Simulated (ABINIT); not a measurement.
Crystal: Ge.

```
Ge
1.0
     2.71047    0.00000    0.00000
     0.00000    2.71047    0.00000
     0.00000    0.00000    2.71047
Ge
1
Cartesian
  0.0000 0.0000 0.0000
```

The cell was built by a generator and needn't be a form met in nature.

- Program: ABINIT 10.8.3 (patched build)
- Task: single point
- Functional: PBE
- Potentials or basis: JTH PAW PBE v2.0
- Cutoff: 599 eV
- k mesh: 10 × 10 × 10
- Occupations: fermi-dirac, width 0.05 eV
- Spin: no spin polarisation

On this cell: pressure -0.9 GPa; band gap on the k mesh none (metal or under the smearing width).

The same run follows on a disturbed copy (cell strained at random at fixed volume):

```xyz
1
Lattice="2.6401 -0.0332 -0.0299 -0.0332 2.7560 -0.0258 -0.0299 -0.0258 2.7378" Properties=species:S:1:pos:R:3 pbc="T T T"
Ge    0.0331    0.0135    0.0315
```

Question: What changes?

Answer: The energy (extrapolated to zero smearing) moves by +14.3 meV/atom; pressure -0.5 GPa; band gap on the k mesh none (metal or under the smearing width).

Stress tensor (GPa, compression positive):
```
 4.75  0.46  0.39
 0.46 -3.82  0.16
 0.39  0.16 -2.49
```
